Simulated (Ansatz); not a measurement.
Relaxed GeTe (alpha-GeTe type, space group R3m):

```
CELL_PARAMETERS angstrom
      4.22663     2.44024     7.27983
     -2.11331     1.22012     3.63992
      0.00000    -2.44024     3.63992
ATOMIC_POSITIONS crystal
  Ge 0.11712 0.23423 0.23423
  Ge 0.61712 0.23423 0.23423
  Te 0.38288 0.76577 0.76577
  Te 0.88288 0.76577 0.76577
```

Calculation: PBE (plane waves to 420 eV, PAW, scalar-relativistic; Ansatz, a quantum-chemistry and plane-wave program). k mesh 4×8×8 (Γ-centred), Fermi-Dirac smearing 0.05 eV. GeTe was relaxed with its symmetry unable to fall. Spin-orbit coupling is left out, though Te is heavy.

One atom of the cell was then moved (with its periodic images), all else fixed, and the forces (eV/Å) came out as:

```tsv
atom	Fx	Fy	Fz
Ge1	-0.135	-0.126	0.094
Ge2	-0.005	0.048	-0.224
Te3	0.930	0.782	0.618
Te4	-0.791	-0.704	-0.488
```

Task: Which atom was moved, and by which vector (Å)?

Result: Te3, by (-0.26, -0.26, -0.26), 0.46 Å in all.

(A displaced cell: forces are minus the slopes of the energy, force constants its curvatures, and phonons follow from these.)
